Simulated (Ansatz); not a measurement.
Crystal: Nb.

```xyz
1
Lattice="-1.6640 1.6640 1.6640 1.6640 -1.6640 1.6640 1.6640 1.6640 -1.6640" Properties=species:S:1:pos:R:3 pbc="T T T"
Nb    0.0000    0.0000    0.0000
```

```yaml
Program: Ansatz 0.2.0
Task: relaxation of cell and atoms
Functional: PBE
Dispersion: D3(BJ)
Potentials_or_basis: Ansatz PAW
Cutoff: "420 eV (not typed: the program's choice for these potentials)"
k_mesh: 11 × 11 × 11
Occupations: fermi-dirac, width 0.05 eV
Spin: no spin polarisation
```

At the start: volume 18.43 Å³/atom.

Task: Where does the relaxation end?

Result: It ends after 4 steps and the volume is 17.50 Å³/atom (-5.0 %); space group Im-3m (No. 229, to 0.05 Å).

The path:
```tsv
step	energy change (eV)	largest force (eV/Å)	volume (Å³)
1	0.0000	0.0000	18.43
2	-0.0256	0.0000	17.58
3	-0.0258	0.0000	17.50
4	-0.0257	0.0000	17.50
```

Final structure:
```yaml
crystal:
  lattice:
    - [-1.63552, 1.63552, 1.63552]
    - [1.63552, -1.63552, 1.63552]
    - [1.63552, 1.63552, -1.63552]
  atoms:
    - { symbol: Nb, position: [0.00000, 0.00000, 0.00000] }
```

Caveat: the plane-wave basis is chosen anew once the cell has moved, so the energies of steps on either side of that aren't comparable.
